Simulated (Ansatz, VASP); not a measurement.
**Cross-check of InP between VASP and Ansatz**

One calculation is typed for both programs; each brings its own data sets and cutoff. How far apart do they land? The cell is taken from a series of VASP runs on this material, whose earlier steps may have relaxed, scaled or displaced it; both programs get it as it stands.

Program: Ansatz 0.2.0. Level of theory: plane waves, with VASP 6.6.1 beside it; relaxation of cell and atoms at LDA. Results are calculated unless marked as measured.

**1. Starting point**

It takes space group F-43m (No. 216, cubic). Conventional cell: a = 5.829 Å, b = 5.829 Å, c = 5.829 Å, α = 90.00°, β = 90.00°, γ = 90.00°. Nearest to In lie 4 P at 2.52 Å. Nearest to P lie 4 In at 2.52 Å. Farther neighbours are not listed.

As a file:

```cif
data_structure
_symmetry_space_group_name_H-M 'P 1'
_symmetry_Int_Tables_number 1
_cell_length_a 4.1214
_cell_length_b 4.1214
_cell_length_c 4.1214
_cell_angle_alpha 60.000
_cell_angle_beta 60.000
_cell_angle_gamma 60.000
_cell_volume 49.50
loop_
_atom_site_label
_atom_site_type_symbol
_atom_site_fract_x
_atom_site_fract_y
_atom_site_fract_z
_atom_site_occupancy
In1 In 0.00000 0.00000 0.00000 1
P2 P 0.25000 0.25000 0.25000 1
```

**2. Ansatz: relaxation of cell and atoms, LDA**

Ansatz runs on its default PAW (the set named soft_2) files.

The relaxed volume is the usual yardstick between codes: its relative difference is about their pressure difference at one cell divided by the bulk modulus.

input.yaml reads:

```yaml
crystal:
  lattice:
    - [0.0, 2.9143010113, 2.9143010113]
    - [2.9143010113, 0.0, 2.9143010113]
    - [2.9143010113, 2.9143010113, 0.0]
  atoms:
    - { symbol: In, position: [0.0, 0.0, 0.0] }
    - { symbol: P, position: [0.25, 0.25, 0.25] }
hamiltonian:
  xc: lda
  pseudopotentials: { kind: paw }
kpoints:
  mp_grid: { grid: [9, 9, 9] }
scf:
  occupations: { method: gaussian, width: 0.02 }
relax:
  f_tol: 0.01
  max_steps: 60
  cell: { stress_tol: 0.05 }
output:
  forces: true
  stress: true
```

Command:

```bash
> ansatz run input.yaml --threads 4 --pin off --max-ram 9216MiB --backend cpu --events-out ev --progress --plain --runs-dir out
```

Numbers of over 12 decimals in the logs are rounded to 6 here.

Output:

```text
Engine: ansatz 0.2.0, aarch64-unknown-linux-gnu
Pseudopotentials: kind: paw
Pseudopotential: In, paw, valence charge 13, recommended cutoff 420 eV (normal), In.paw.azcp
Pseudopotential: P, paw, valence charge 5, recommended cutoff 420 eV (normal), P.paw.azcp
Functional definition: SPW92
  exchange = slater_x
  correlation = pw_c
Crystal: 2 atoms, lattice volume = 49.503 Å³
Basis set: ecut = 420 eV, 941 PW (Γ)
Bands: 13, of which v1, the nominal top of the filled ones, is band 9 counted from 1 (8 counted from 0)
Symmetry: 24 space group operations
Space group: F-43m (ITA 216), of the structure as read, at distance tolerance 3.7e-5 Å
k-points: 35 of 729 (time reversal used)
Non-local potential: In, projectors of the file, l = 0: 2, l = 1: 2, l = 2: 2, l = 3: 2
Non-local potential: P, projectors of the file, l = 0: 2, l = 1: 2, l = 2: 2
PAW form: soft (Blöchl's): semilocal exchange-correlation on the pseudo side does not see the compensation charge
PAW frozen core: In, regenerated for the run's functional, and the local potential with it (the file was generated under x = pbe(κ = 0.804, μ = 0.219515), c = pbe(β = 0.066725))
PAW frozen core: P, regenerated for the run's functional, and the local potential with it (the file was generated under x = pbe(κ = 0.804, μ = 0.219515), c = pbe(β = 0.066725))
PAW one-centre angular grid: In, 590 points (default); XC on 64 Gauss nodes
PAW one-centre angular grid: P, 110 points (default); XC on 64 Gauss nodes
Initial density: superposition of atomic densities (neutral atoms: chi_scale 0, normalization atom), corrected by the library's trained network
Initial wavefunctions: pseudopotential atomic-orbital guess
Functional: x = slater, c = lda
SCF iter   1: F=—  HF=-6183.564539 eV  |F-HF|=—  |Δ(HF+E_count)|=         —  Δρ=8.20e-3  dr2=3.50e-2  ethr=1.77e-3  ⟨swp⟩=6.4  Hψ=3135  notcnv=0
preconditioner: auto → none  [insulator: Δε(μ)=0.511 eV  Ē_g=14.648 eV  σ=0.020 eV  W_gap=1.00  n_scr=14 (ndim 8)  ℏωp=22.4 eV  f_vac=0.018  D(μ)=0.00/eV (n_scr^D=0)  ε∞_Penn≈3.3]
SCF iter   2: F=—  HF=-6183.552615 eV  |F-HF|=—  |Δ(HF+E_count)|=   1.19e-2  Δρ=2.76e-3  dr2=2.13e-3  ethr=1.94e-4  ⟨swp⟩=3.3  Hψ=1034  notcnv=0
SCF iter   3: F=—  HF=-6183.552087 eV  |F-HF|=—  |Δ(HF+E_count)|=   5.28e-4  Δρ=8.46e-4  dr2=3.71e-4  ethr=1.18e-5  ⟨swp⟩=2.1  Hψ=910  notcnv=0
SCF iter   4: F=—  HF=-6183.551996 eV  |F-HF|=—  |Δ(HF+E_count)|=   9.17e-5  Δρ=2.84e-4  dr2=2.39e-5  ethr=2.06e-6  ⟨swp⟩=3.0  Hψ=809  notcnv=0
SCF iter   5: F=—  HF=-6183.551992 eV  |F-HF|=—  |Δ(HF+E_count)|=   4.07e-6  Δρ=2.02e-5  dr2=2.02e-7  ethr=1.33e-7  ⟨swp⟩=2.2  Hψ=593  notcnv=0
SCF iter   6: F=-6183.551992 eV  HF=-6183.551992 eV  |F-HF|=4.21e-9  |Δ(HF+E_count)|=   1.65e-8  Δρ=3.78e-6  dr2=6.15e-9  ethr=5.56e-10  ⟨swp⟩=5.1  Hψ=1593  notcnv=0
SCF 1 converged in 6 iterations: F = -6183.551992 eV  dr2 = 6.15e-9
  greatest PAW one-centre occupation: 0.982 electrons in one spin orbital (limit 2), on the In atom at site 0 (counted from 0), in its partial waves of l = 2
relax step   1: F+E_penalty+E_count = -6183.55199160 eV  Δ(F+E_penalty+E_count) = +0.000e0 eV  max|allowed force component| = 2.683e-16 eV/Å  Δτ_max = 0.0000 Å  P = -0.067 GPa  Ω = 49.503 Å³  (6 SCF iters, dr2 threshold 1.00e-7 eV, accepted)
[...]
relax step   2: F+E_penalty+E_count = -6183.55201352 eV  Δ(F+E_penalty+E_count) = -2.191e-5 eV  max|allowed force component| = 7.055e-17 eV/Å  Δτ_max = 0.0000 Å  P = +0.009 GPa  Ω = 49.451 Å³  energy of the carried Pulay correction = +1.241e-5 eV  (4 SCF iters, dr2 threshold 1.12e-8 eV, accepted)
[...]
relax step   3: F+E_penalty+E_count = -6183.55200747 eV  Δ(F+E_penalty+E_count) = +6.045e-6 eV  max|allowed force component| = 7.864e-17 eV/Å  Δτ_max = 0.0000 Å  P = +0.009 GPa  Ω = 49.451 Å³  stress off target by 8.64e-3 GPa  SCF on the basis re-selected at this cell (its energy is not comparable with the rows above)  (5 SCF iters)
basis re-selected at this cell: Δ(F+E_penalty+E_count) = +6.045e-6 eV, ΔP = -0.000 GPa vs the last step (what re-selecting the basis moved, of the pressure what is left beyond the Pulay correction that the steps carried, after the strain that the cell walked since its last selection, with what the two solves' SCF thresholds leave and, on support functions, any second-order correction that the steps lacked; it is no m [...]
SCF converged after 5 iterations
Free energy (F): -6183.552007 eV
Harris-Foulkes:  -6183.552007 eV  (|F-HF|=7.28e-12)
Internal energy: -6183.552007 eV  (E = F + TS)
E sigma→0 (E₀):  -6183.552007 eV
Fermi energy:    7.258705 eV
--- Per-component energies (eV) ---
  E_band       = -53.654179
  E_kinetic    = 314.948227
  E_local      = -1392.085539  (includes V_loc(G=0)·N_el)
  E_nonlocal   = 405.766429
  E_hartree    = 546.313164
  E_xc         = -274.601720
  E_vxc        = -161.885665  (∫ρ·V_xc dr)
  E_paw        = -4556.366549  (= ΣΔE_a)
  E_vpaw       = -313.024060  (= ΣTr[D̂ρ^β])
  E_aug_tail   = 0.000029  (compensation charges beyond the density's cutoff)
  E_ewald      = -1227.927936
  E_core_change = 0.401888  (= ΣΔE_core)
  E_smearing   = -0.000000  (= −TS)
  E_closure    = 0.000000  (closes the sum)
  Σ components = -6183.552007   (vs F -6183.552007, Δ=0.00e0)
--- Forces (eV/Å), atoms counted from 1 ---
  atom   1  In     0.00000000    -0.00000000    -0.00000000
  atom   2  P     -0.00000000     0.00000000     0.00000000
  max |Σ_I F_I| component: 4.39e-17 eV/Å
--- Stress (GPa, compression-positive) ---
        0.008641       0.000000       0.000000
       -0.000000       0.008641       0.000000
        0.000000       0.000000       0.008641
  P = ⅓ Tr σ = 0.0086 GPa (0.086 kbar)
--- Relaxed structure (2 steps of the walk, 2 accepted, 1 SCFs on fresh bases) ---
  F+E_penalty+E_count = -6183.55200747 eV   max|allowed force component| = 7.864e-17 eV/Å   (the final SCF, on the basis selected at the relaxed cell)
  cell:  # Å, volume = 49.4507 Å³
    - [0, 2.913270, 2.913270]
    - [2.913270, 0, 2.913270]
    - [2.913270, 2.913270, 0]
  atoms:
    - { symbol: In, position: [0, 0, 0] }
    - { symbol: P, position: [0.25, 0.25, 0.25] }
```

Run time: 1.9 s. Hardware: 4 threads of Arm Neoverse V1, shared host; peak memory 0.34 GiB; 6.4 s of CPU time.

**3. VASP: relaxation of cell and atoms, LDA**

The same cell, functional (in two slightly different forms), mesh and smearing now go to VASP, with its own data sets and cutoff.

Lines of VASP's logs that name or quote its potential files are left out, and so is its time.

INCAR reads:

```
SYSTEM = InP
PREC = Accurate
ENCUT = 450
EDIFF = 1E-07
NELM = 120
ISMEAR = 0
SIGMA = 0.02
LREAL = .FALSE.
ALGO = Normal
GGA = CA
NBANDS = 15
LORBIT = 11
LWAVE = .FALSE.
LCHARG = .FALSE.
KPAR = 8
IBRION = 2
NSW = 40
ISIF = 3
EDIFFG = -0.005
POTIM = 0.4
```

POSCAR reads:

```
InP
1.0
    0.0000000000      2.9143010113      2.9143010113
    2.9143010113      0.0000000000      2.9143010113
    2.9143010113      2.9143010113      0.0000000000
In P
1 1
Direct
    0.0000000000      0.0000000000      0.0000000000
    0.2500000000      0.2500000000      0.2500000000
```

KPOINTS reads:

```
Automatic mesh
0
Gamma
9 9 9
0 0 0
```

PAW data sets: In_d and P (LDA family, release 64).

Command:

```bash
> mpirun -np 8 vasp_std
```

Output:

```text
[banner, memory and clock lines left out]
running    8 mpi-ranks, on    1 nodes
 distrk:  each k-point on    1 cores,    8 groups
 distr:  one band on    1 cores,    1 groups

 POSCAR found type information on POSCAR InP
 POSCAR found :  2 types and       2 ions
|                                                                             |
|           W    W    AA    RRRRR   N    N  II  N    N   GGGG   !!!           |
|           W    W   A  A   R    R  NN   N  II  NN   N  G    G  !!!           |
|           W    W  A    A  R    R  N N  N  II  N N  N  G       !!!           |
|           W WW W  AAAAAA  RRRRR   N  N N  II  N  N N  G  GGG   !            |
|           WW  WW  A    A  R   R   N   NN  II  N   NN  G    G                |
|           W    W  A    A  R    R  N    N  II  N    N   GGGG   !!!           |
|                                                                             |
|     For optimal performance we recommend to set                             |
|       NCORE = 2 up to number-of-cores-per-socket                            |
|     NCORE specifies how many cores store one orbital (NPAR=cpu/NCORE).      |
|     This setting can greatly improve the performance of VASP for DFT.       |
|     The default, NCORE=1 might be grossly inefficient on modern             |
|     multi-core architectures or massively parallel machines. Do your        |
|     Unfortunately you need to use the default for GW and RPA                |
|     calculations (for HF NCORE is supported but not extensively tested      |
|     yet).                                                                   |
|                                                                             |

 LDA part: xc-table for (Slater(with rela. corr.)+CA(PZ))
 , standard interpolation
 POSCAR, INCAR and KPOINTS ok, starting setup
 FFT: planning ... GRIDC
 FFT: planning ... GRID_SOFT
 FFT: planning ... GRID
 WAVECAR not read
 entering main loop
       N       E                     dE             d eps       ncg     rms          rms(c)
DAV:   1     0.105700725754E+03    0.10570E+03   -0.77610E+03  1050   0.123E+03
DAV:   2    -0.282393448547E+01   -0.10852E+03   -0.10462E+03  1134   0.290E+02
DAV:   3    -0.992338051440E+01   -0.70994E+01   -0.70669E+01  1421   0.768E+01
DAV:   4    -0.101084349037E+02   -0.18505E+00   -0.18500E+00  1282   0.134E+01
DAV:   5    -0.101168316996E+02   -0.83968E-02   -0.83966E-02  1589   0.246E+00    0.597E+00
DAV:   6    -0.972212021511E+01    0.39471E+00   -0.61020E-01  1646   0.136E+01    0.357E+00
DAV:   7    -0.967918295726E+01    0.42937E-01   -0.15400E-01  1503   0.333E+00    0.119E+00
DAV:   8    -0.967395170990E+01    0.52312E-02   -0.13960E-02  1446   0.145E+00    0.398E-01
DAV:   9    -0.967370665503E+01    0.24505E-03   -0.11030E-03  1407   0.402E-01    0.181E-01
DAV:  10    -0.967373802559E+01   -0.31371E-04   -0.15607E-04  1715   0.152E-01    0.113E-01
DAV:  11    -0.967374161033E+01   -0.35847E-05   -0.30430E-05  1617   0.873E-02    0.675E-02
DAV:  12    -0.967373927749E+01    0.23328E-05   -0.51617E-06  1337   0.205E-02    0.122E-02
DAV:  13    -0.967373925529E+01    0.22206E-07   -0.42624E-07  1302   0.357E-03
   1 F= -.96737393E+01 E0= -.96737393E+01  d E =-.967374E+01
 curvature:   0.00 expect dE= 0.000E+00 dE for cont linesearch  0.000E+00
 trial: gam= 0.00000 g(F)=  0.221E-46 g(S)=  0.105E-05 ort = 0.000E+00 (trialstep = 0.100E+01)
 search vector abs. value=  0.105E-05
 reached required accuracy - stopping structural energy minimisation
```

From OUTCAR (step 3):

```text
ion  position               nearest neighbor table
   1  0.000  0.000  0.000-   2 2.52   2 2.52   2 2.52   2 2.52
   2  0.250  0.250  0.250-   1 2.52   1 2.52   1 2.52   1 2.52

  LATTYP: Found a face centered cubic cell.
 ALAT       =     5.8286020226

 Subroutine GETGRP returns: Found 24 space group operations
 (whereof 24 operations were pure point group operations)

The static configuration has the point symmetry T_d .

 Found     35 irreducible k-points:

   k-points           NKPTS =     35   k-points in BZ     NKDIM =     35   number of bands    NBANDS=     15

   dimension x,y,z NGX =    30 NGY =   30 NGZ =   30
   dimension x,y,z NGXF=    60 NGYF=   60 NGZF=   60

   ENCUT  =  450.0 eV  33.07 Ry    5.75 a.u.   7.13  7.13  7.13*2*pi/ulx,y,z

   NELECT =      18.0000    total number of electrons

 k-points in reciprocal lattice and weights: Automatic mesh
   0.00000000  0.00000000  0.00000000       0.001
   0.11111111  0.00000000  0.00000000       0.011
   0.22222222  0.00000000  0.00000000       0.011
   0.33333333  0.00000000  0.00000000       0.011
   0.44444444  0.00000000  0.00000000       0.011
   0.11111111  0.11111111  0.00000000       0.008
   0.22222222  0.11111111  0.00000000       0.033
   0.33333333  0.11111111  0.00000000       0.033
   0.44444444  0.11111111  0.00000000       0.033
[...]
-0.33333333  0.44444444  0.11111111       0.033
  -0.33333333  0.44444444  0.22222222       0.033

 average (electrostatic) potential at core
       1 -95.0712       2 -83.8425

 E-fermi :   5.2894

 k-point     1 :       0.0000    0.0000    0.0000
  band No.  band energies     occupation
    ...
      5      -8.8653      2.00000
      6      -6.4671      2.00000
      7       5.1940      2.00000
      8       5.1940      2.00000
      9       5.1940      2.00000
     10       5.7950      0.00000
     11       9.1569      0.00000
     12       9.1569      0.00000
     13       9.1569      0.00000
     14      13.5574      0.00000
    ...

 k-point     2 :       0.1111    0.0000    0.0000
  band No.  band energies     occupation
    ...
      5      -8.8653      2.00000
      6      -6.3206      2.00000
      7       3.8103      2.00000
      8       5.0345      2.00000
      9       5.0345      2.00000
     10       6.6823      0.00000
     11       9.2600      0.00000
     12       9.3914      0.00000
     13       9.3914      0.00000
     14      14.0614      0.00000
    ...

 k-point     3 :       0.2222    0.0000    0.0000
  band No.  band energies     occupation
    ...
      5      -8.8636      2.00000
      6      -5.9036      2.00000
      7       2.0690      2.00000
      8       4.6954      2.00000
      9       4.6954      2.00000
     10       6.9023      0.00000
     11       9.8095      0.00000
     12       9.8095      0.00000
     13      10.0981      0.00000
     14      13.6872      0.00000
    ...

  Total       -0.0042518     -0.0042518     -0.0042518      0.0000000     -0.0000000      0.0000000
  in kB       -0.1376116     -0.1376116     -0.1376116      0.0000000     -0.0000000      0.0000000
  external PRESSURE =      -0.1376116 kB  Pullay stress =       0.0000000 kB

  energy-cutoff  :      450.00
  volume of cell :       49.50
      direct lattice vectors                 reciprocal lattice vectors
     0.000000000  2.914301011  2.914301011    -0.171567727  0.171567727  0.171567727
     2.914301011  0.000000000  2.914301011     0.171567727 -0.171567727  0.171567727
     2.914301011  2.914301011  0.000000000     0.171567727  0.171567727 -0.171567727

 POSITION                                       TOTAL-FORCE (eV/Angst)
 -----------------------------------------------------------------------------------
      0.00000      0.00000      0.00000         0.000000      0.000000      0.000000
      1.45715      1.45715      1.45715        -0.000000     -0.000000     -0.000000
 -----------------------------------------------------------------------------------
    total drift:                               -0.000000     -0.000000     -0.000000

  FREE ENERGIE OF THE ION-ELECTRON SYSTEM (eV)
  ---------------------------------------------------
  free  energy   TOTEN  =        -9.6737392553 eV

  energy  without entropy=       -9.6737392553  energy(sigma->0) =       -9.67373926

 reached required accuracy - stopping structural energy minimisation

 total charge
# of ion       s       p       d       tot
------------------------------------------
    1        0.846   0.802   9.899  11.546
    2        1.034   1.493   0.000   2.527
--------------------------------------------------
tot          1.880   2.294   9.899  14.073

[... 3 further parts left out ...]
```

CONTCAR:

```
InP
   1.00000000000000
     0.0000000000000000    2.9143010113000001    2.9143010113000001
     2.9143010113000001    0.0000000000000000    2.9143010113000001
     2.9143010113000001    2.9143010113000001    0.0000000000000000
  In              P
     1     1
Direct
     0.0000000000000000    0.0000000000000000    0.0000000000000000
     0.2500000000000000    0.2500000000000000    0.2500000000000000
```

The run keeps the 24 symmetry operations of its start, so it cannot find a distortion of lower symmetry.

**4. Differences**

Known differences besides the potentials themselves: the two LDA forms differ slightly; both relaxations stop at a tolerance, which leaves soft axes loose, and VASP keeps its plane-wave basis; the cutoff is 420 eV in Ansatz and 450 eV in VASP; VASP's log shows a relativistic correction to its local exchange, Ansatz's none; Ansatz adds a Pulay correction to the stress that steers its cell, VASP none. Total energies have different zeros and are not compared.

Both answers:

| quantity | Ansatz | VASP | difference |
| --- | --- | --- | --- |
| volume (Å³) | 49.45 | 49.50 | -0.11 % |
| edge a after relaxation, in the typed setting (Å) | 4.120 | 4.121 | -0.03 % |

The walks stopped with 0.01 GPa left in Ansatz and -0.01 GPa in VASP; each walk ends within a tolerance, so the volume difference is uncertain by about these residues over the bulk modulus, most in soft cells.

**5. Summary of results**

```
difference in volume (relaxation of cell and atoms, LDA) : -0.11 %
```

What this shows: The difference in volume is -0.11 % (relaxation of cell and atoms, LDA), within the 1.2 % picked in this series as the mark of a large difference, as far as the stopping tolerances let one tell. Such differences can come from data sets, numerical settings and the points named under the comparisons, not from the functional's error against experiment.

[Lines on the potential files, build, host, timing and source positions are cut from VASP's logs without a mark.]

[Logs are printed without paths, hosts, clocks, repeated set-up lines and the standing remarks that a program may print on its own settings, such as how far it seeks lower states.]

[Hosts, paths, dates, database ids (printed as entryN), source tags and the programs' standing remarks are cut or masked in the printed files.]
